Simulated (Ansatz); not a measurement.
AlN (P6_3mc), generalised stacking fault

Theory: DFT PBE, scalar-relativistic, plane waves, PAW in Ansatz 0.2.0. Cutoff 420 eV, Γ-centred 8×8×3 k-points, Gaussian smearing of 0.05 eV. No spin polarisation. Energies are free energies at this smearing, counted from the undisturbed cell; pressure is positive in compression.

The undisturbed cell (as given, not relaxed at this level; it stands at 4.0 GPa):

```xyz
8
Lattice="-3.1110 0.0000 0.0000 -1.5555 -2.6942 0.0000 0.0000 0.0000 9.9560" Properties=species:S:1:pos:R:3 pbc="T T T"
Al   -1.5555   -0.8981    8.9977
Al   -1.5555   -0.8981    4.0197
Al   -3.1110   -1.7961    1.5307
Al   -3.1110   -1.7961    6.5087
N    -1.5555   -0.8981    0.9583
N    -1.5555   -0.8981    5.9363
N    -3.1110   -1.7961    3.4473
N    -3.1110   -1.7961    8.4253
```

The cut lies on the cell's a–b face, a (0 0 1) plane (indices in the standard cell, whose axes needn't be the Cartesian ones shown) of area 8.38 Å², between layers 1.92 Å apart. Vector c is tilted by f times 1·a + 0·b (length 3.111 Å) with the atoms' Cartesian places fixed: one unrelaxed fault a cell.

```tsv
f	γ (mJ/m²)
0.0000	0
0.1000	218
0.2000	841
0.3000	1706
0.4000	2480
0.5000	2794
```

(1) Predict the gap on the mesh (eV) at each point.

## Answers

(1)
```
     f gap on the mesh (eV)
0.0000                  4.15
0.1000                  4.03
0.2000                  3.74
0.3000                  3.43
0.4000                  3.20
0.5000                  3.13
```